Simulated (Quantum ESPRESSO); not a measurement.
# Ir (P1) in Quantum ESPRESSO: reference runs

How does Ir come out in PBE? The cell is run as given.

All numbers are computed with Quantum ESPRESSO 7.5; they aren't measurements. Logs are shortened: lines on timing, memory, paths and dates and some standing lists are left out, and cuts for length are marked.

**1. Starting point**

The typed cell holds 4 atoms: a = 2.719 Å, b = 4.759 Å, c = 5.248 Å, α = 116.05°, β = 109.07°, γ = 88.76°.

**2. Single point, PBE**

Contents of pw.in:

```
&CONTROL
  calculation = 'scf'
  prefix = 'pwscf'
  outdir = './tmp'
  pseudo_dir = './pseudo'
  tprnfor = .true.
  tstress = .true.
  disk_io = 'nowf'
/
&SYSTEM
  ibrav = 0
  nat = 4
  ntyp = 1
  ecutwfc = 55
  ecutrho = 440
  nbnd = 40
  occupations = 'smearing'
  smearing = 'fd'
  degauss = 0.00367493
/
&ELECTRONS
  conv_thr = 8d-10
  electron_maxstep = 120
  mixing_beta = 0.5
/
ATOMIC_SPECIES
Ir   192.2170 Ir_pbe_v1.2.uspp.F.UPF
CELL_PARAMETERS angstrom
  -2.7174757900    0.0301871700    0.0938161700
  -0.0522857100    4.7584006500   -0.0567758700
   1.5370354100   -2.3411307600   -4.4388294600
ATOMIC_POSITIONS crystal
Ir     0.0281003300    0.8144216200    0.2640988400
Ir     0.6869367100    0.3646000700    0.2657760200
Ir     0.7027028600    0.2073898900    0.7173354400
Ir     0.5822601000    0.6135884200    0.7527897000
K_POINTS automatic
10 6 6 0 0 0
```

Potentials or basis: SSSP 1.3 efficiency PBE.

The run is started by

```
$ OMP_NUM_THREADS=1 pw.x -in pw.in > pw.out
```

pw.out:

```text
This program is part of the open-source Quantum ESPRESSO suite
     for quantum simulation of materials; please cite
[... 6 lines left out ...]
     --------------------
     sticks:   dense  smooth     PW     G-vecs:    dense   smooth      PW
     Sum        1619     813    261                59977    21243    3919

     Using Slab Decomposition

     bravais-lattice index     =            0
     lattice parameter (alat)  =       5.1387  a.u.
     unit-cell volume          =     385.1590 (a.u.)^3
     number of atoms/cell      =            4
     number of atomic types    =            1
     number of electrons       =        60.00
     number of Kohn-Sham states=           40
     kinetic-energy cutoff     =      55.0000  Ry
     charge density cutoff     =     440.0000  Ry
     scf convergence threshold =      8.0E-10
     mixing beta               =       0.5000
     number of iterations used =            8  plain     mixing
     Exchange-correlation= SLA  PW   PBE  PBE
                           (   1   4   3   4   0   0   0)

     celldm(1)=   5.138661  celldm(2)=   0.000000  celldm(3)=   0.000000
     celldm(4)=   0.000000  celldm(5)=   0.000000  celldm(6)=   0.000000

     crystal axes: (cart. coord. in units of alat)
               a(1) = (  -0.999343   0.011101   0.034501 )
               a(2) = (  -0.019228   1.749887  -0.020879 )
               a(3) = (   0.565240  -0.860943  -1.632365 )

     reciprocal axes: (cart. coord. in units 2 pi/alat)
               b(1) = ( -1.012655 -0.015215 -0.342628 )
               b(2) = ( -0.004080  0.567831 -0.300898 )
               b(3) = ( -0.021351 -0.007585 -0.616001 )

     PseudoPot. # 1 for Ir read from file:
     Ir_pbe_v1.2.uspp.F.UPF
     Pseudo is Ultrasoft + core correction, Zval = 15.0
     Generated by new atomic code, or converted to UPF format
     Using radial grid of  983 points,  7 beta functions with:
                l(1) =   0
                l(2) =   0
                l(3) =   1
                l(4) =   1
                l(5) =   1
                l(6) =   2
                l(7) =   2
     Q(r) pseudized with  8 coefficients,  rinner =    1.400   1.400   1.400
                                                       1.400   1.400

     atomic species   valence    mass     pseudopotential
     Ir               15.00   192.21700     Ir( 1.00)

     No symmetry found

   Cartesian axes

     site n.     atom                  positions (alat units)
         1        Ir     tau(   1) = (   0.1055377   1.1980833  -0.4471407  )
         2        Ir     tau(   2) = (  -0.5432687   0.4168165  -0.4177564  )
         3        Ir     tau(   3) = (  -0.3007623  -0.2468755  -1.1510400  )
         4        Ir     tau(   4) = (  -0.1681688   0.4320647  -1.2215507  )

     number of k points=   184  Fermi-Dirac smearing, width (Ry)=  0.0037

     Number of k-points >= 100: set verbosity='high' to print them.

     Dense  grid:    59977 G-vectors     FFT dimensions: (  36,  64,  72)

     Smooth grid:    21243 G-vectors     FFT dimensions: (  25,  45,  48)

     Initial potential from superposition of free atoms

     starting charge      57.9999, renormalised to      60.0000

     negative rho (up, down):  1.498E+00 0.000E+00
     Starting wfcs are   48 randomized atomic wfcs

     Self-consistent Calculation

     iteration #  1     ecut=    55.00 Ry     beta= 0.50
     Davidson diagonalization with overlap
     ethr =  1.00E-02,  avg # of iterations =  3.9

     negative rho (up, down):  1.318E+00 0.000E+00

     total energy              =    -725.95186297 Ry
     estimated scf accuracy    <       2.46098211 Ry

     iteration #  2     ecut=    55.00 Ry     beta= 0.50
     Davidson diagonalization with overlap
     ethr =  4.10E-03,  avg # of iterations =  2.0

     negative rho (up, down):  1.301E+00 0.000E+00

     total energy              =    -725.87609502 Ry
     estimated scf accuracy    <       1.51410029 Ry

     iteration #  3     ecut=    55.00 Ry     beta= 0.50
     Davidson diagonalization with overlap
     ethr =  2.52E-03,  avg # of iterations =  2.0

     negative rho (up, down):  1.290E+00 0.000E+00

     total energy              =    -726.14045300 Ry
     estimated scf accuracy    <       3.80186412 Ry

     iteration #  4     ecut=    55.00 Ry     beta= 0.50
     Davidson diagonalization with overlap
     ethr =  2.52E-03,  avg # of iterations =  1.0

     negative rho (up, down):  1.282E+00 0.000E+00

     total energy              =    -726.43368808 Ry
     estimated scf accuracy    <       0.06307441 Ry

     iteration #  5     ecut=    55.00 Ry     beta= 0.50
     Davidson diagonalization with overlap
     c_bands:  1 eigenvalues not converged
     c_bands:  2 eigenvalues not converged
     c_bands:  2 eigenvalues not converged
     c_bands:  2 eigenvalues not converged
     c_bands:  1 eigenvalues not converged
     c_bands:  1 eigenvalues not converged
     c_bands:  1 eigenvalues not converged
     ethr =  1.05E-04,  avg # of iterations =  4.3

     negative rho (up, down):  1.277E+00 0.000E+00

     total energy              =    -726.43920240 Ry
     estimated scf accuracy    <       0.05583219 Ry

     iteration #  6     ecut=    55.00 Ry     beta= 0.50
     Davidson diagonalization with overlap
     ethr =  9.31E-05,  avg # of iterations =  1.4

     negative rho (up, down):  1.273E+00 0.000E+00

     total energy              =    -726.44486200 Ry
     estimated scf accuracy    <       0.00300121 Ry

     iteration #  7     ecut=    55.00 Ry     beta= 0.50
     Davidson diagonalization with overlap
     c_bands:  1 eigenvalues not converged
     c_bands:  1 eigenvalues not converged
     c_bands:  1 eigenvalues not converged
     c_bands:  2 eigenvalues not converged
     c_bands:  1 eigenvalues not converged
     c_bands:  1 eigenvalues not converged
[... 31 lines left out ...]
     c_bands:  1 eigenvalues not converged
     c_bands:  1 eigenvalues not converged
     ethr =  5.00E-06,  avg # of iterations = 14.5

     negative rho (up, down):  1.270E+00 0.000E+00

     total energy              =    -726.44501521 Ry
     estimated scf accuracy    <       0.00569425 Ry

     iteration #  8     ecut=    55.00 Ry     beta= 0.50
     Davidson diagonalization with overlap
     c_bands:  1 eigenvalues not converged
     c_bands:  1 eigenvalues not converged
     c_bands:  1 eigenvalues not converged
     ethr =  5.00E-06,  avg # of iterations =  6.3

     negative rho (up, down):  1.271E+00 0.000E+00

     total energy              =    -726.44559136 Ry
     estimated scf accuracy    <       0.00025439 Ry

     iteration #  9     ecut=    55.00 Ry     beta= 0.50
     Davidson diagonalization with overlap
     ethr =  4.24E-07,  avg # of iterations =  1.9

     negative rho (up, down):  1.271E+00 0.000E+00

     total energy              =    -726.44562034 Ry
     estimated scf accuracy    <       0.00000576 Ry

     iteration # 10     ecut=    55.00 Ry     beta= 0.50
     Davidson diagonalization with overlap
     ethr =  9.60E-09,  avg # of iterations =  2.4

     negative rho (up, down):  1.271E+00 0.000E+00

     total energy              =    -726.44562167 Ry
     estimated scf accuracy    <       0.00000054 Ry

     iteration # 11     ecut=    55.00 Ry     beta= 0.50
     Davidson diagonalization with overlap
     ethr =  9.08E-10,  avg # of iterations =  2.8

     negative rho (up, down):  1.271E+00 0.000E+00

     total energy              =    -726.44562175 Ry
     estimated scf accuracy    <       0.00000005 Ry

     iteration # 12     ecut=    55.00 Ry     beta= 0.50
     Davidson diagonalization with overlap
     ethr =  8.62E-11,  avg # of iterations =  3.4

     negative rho (up, down):  1.271E+00 0.000E+00

     total energy              =    -726.44562176 Ry
     estimated scf accuracy    <       0.00000005 Ry

     iteration # 13     ecut=    55.00 Ry     beta= 0.50
     Davidson diagonalization with overlap
     ethr =  8.39E-11,  avg # of iterations =  1.0

     negative rho (up, down):  1.271E+00 0.000E+00

     End of self-consistent calculation

     Number of k-points >= 100: set verbosity='high' to print the bands.

     the Fermi energy is    25.0116 ev

!    total energy              =    -726.44562176 Ry
     estimated scf accuracy    <          3.4E-10 Ry
     smearing contrib. (-TS)   =      -0.00229505 Ry
     internal energy E=F+TS    =    -726.44332672 Ry

     The total energy is F=E-TS. E is the sum of the following terms:
     one-electron contribution =     -65.17153589 Ry
     hartree contribution      =      88.70946858 Ry
     xc contribution           =    -202.50252775 Ry
     ewald contribution        =    -547.47873165 Ry

     convergence has been achieved in  13 iterations

     negative rho (up, down):  1.271E+00 0.000E+00

     Forces acting on atoms (cartesian axes, Ry/au):

     atom    1 type  1   force =    -0.05706511    0.07989490   -0.14658419
     atom    2 type  1   force =     0.01925131   -0.10811183    0.16468633
     atom    3 type  1   force =    -0.23647772   -1.03676852    0.05090662
     atom    4 type  1   force =     0.27429152    1.06498545   -0.06900876

     Total force =     1.554960     Total SCF correction =     0.000098

     Computing stress (Cartesian axis) and pressure

     negative rho (up, down):  1.271E+00 0.000E+00
          total   stress  (Ry/bohr**3)                   (kbar)     P=      934.16
   0.00223324   0.00053022  -0.00015350          328.52       78.00      -22.58
   0.00053022   0.01159107  -0.00108298           78.00     1705.11     -159.31
  -0.00015350  -0.00108298   0.00522653          -22.58     -159.31      768.85

=------------------------------------------------------------------------------=
   JOB DONE.
=------------------------------------------------------------------------------=
```

It took 4.4 min on 1 thread of Intel Xeon Platinum 8375C at 2.90GHz (Ice Lake), shared host; peak memory 0.6 GiB.

Results:

```
Free energy            : -9883.7962 eV
Pressure               : 93.4 GPa
Largest force          : 28.331 eV/Å
Band gap on the k mesh : none (metal or under the smearing width)
```

Forces on the atoms (eV/Å):
```
Ir   -1.467   2.054  -3.769
Ir    0.495  -2.780   4.234
Ir   -6.080 -26.656   1.309
Ir    7.052  27.382  -1.774
```

Levels at points of the mesh, in eV from the Fermi level:
| k point | band 28 | band 29 | band 30 | band 31 | band 32 | band 33 |
| --- | --- | --- | --- | --- | --- | --- |
| (0.00, 0.00, 0.00) | -1.01 | -0.67 | -0.39 | 0.15 | 0.26 | 0.48 |
| (0.00, 0.00, -0.50) | -1.72 | -1.03 | -0.43 | -0.17 | 0.29 | 0.67 |
| (0.00, -0.50, 0.00) | -1.78 | -1.04 | -0.76 | -0.10 | 0.24 | 0.44 |
| (0.00, -0.50, -0.50) | -1.75 | -1.21 | -0.91 | -0.59 | 0.31 | 0.51 |
| (-0.50, 0.00, 0.00) | -0.70 | 0.00 | 0.47 | 0.81 | 1.89 | 1.94 |
| (-0.50, 0.00, -0.50) | -0.60 | 0.18 | 0.44 | 1.15 | 1.93 | 2.46 |
| (-0.50, -0.50, 0.00) | 0.18 | 0.30 | 0.71 | 0.77 | 1.38 | 1.52 |
| (-0.50, -0.50, -0.50) | -0.29 | 0.50 | 0.70 | 1.18 | 1.34 | 2.56 |

Caveat: the cell as given lies far from equilibrium; so large a pressure means that the cell lies far from this level's equilibrium, or that cutoff or potentials fall short; forces of over 1 eV/Å show positions far from the minimum, so gaps and moduli don't describe the material at rest.
